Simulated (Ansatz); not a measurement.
**C under changes of volume**

One of the cells (10.908 Å³/atom); the others are scaled copies at fixed shape and fractional positions:

```
C
1.0
     1.23319    0.71198    8.28262
    -1.23319    0.71198    8.28262
     0.00000   -1.42396    8.28262
C
4
Direct
  0.08717 0.08717 0.08717
  0.75385 0.75385 0.75385
  0.24615 0.24615 0.24615
  0.91283 0.91283 0.91283
```

This isn't the form of C at room conditions, which is graphite.

| Quantity | Value |
| --- | --- |
| Program | Ansatz 0.2.0 |
| Functional | LDA |
| Potentials or basis | all-electron LAPW, scalar-relativistic |
| Cutoff | 482 eV (chosen from the basis error) |
| Basis error allowed | 0.002 eV/atom |
| k mesh | 12 × 12 × 12 |
| Occupations | fermi-dirac, width 0.05 eV |
| Spin | no spin polarisation |

```tsv
volume (Å³/atom)	energy over the lowest point (meV/atom)	pressure (GPa)	gap on the mesh (eV)	largest force (eV/Å)
10.254	9.17	8.7	0.21	0.008
10.472	?	?	?	?
10.690	0.00	-1.6	0.20	0.009
10.908	5.32	-6.1	0.19	0.009
11.126	16.47	-10.2	0.18	0.009
11.345	32.93	-13.9	0.18	0.010
11.563	54.23	-17.3	0.17	0.010
```

Question: What does the run at 10.472 Å³/atom give?

Answer: Energy over the lowest point 1.07 meV/atom; pressure 3.3 GPa; gap on the mesh 0.20 eV; largest force 0.008 eV/Å.

Worked out: A Birch-Murnaghan fit of order 3 (a polynomial in V^(-2/3)) to the other rows has its minimum at 10.62 Å³/atom with B0 = V·E''(V) = 236 GPa and B' = 3.6 at fixed shape and positions, which overstates the stiffness. It gives 1.08 meV/atom at 10.472 Å³/atom, against the run's 1.07, and -dE/dV = 3.3 GPa, against 3.3. A straight line through the other rows of the gap, of slope -0.335 eV per unit of ln V (its deformation potential), gives 0.20 eV, against the run's 0.20.

Energies are extrapolated to zero smearing.

A mesh can miss the band edges.
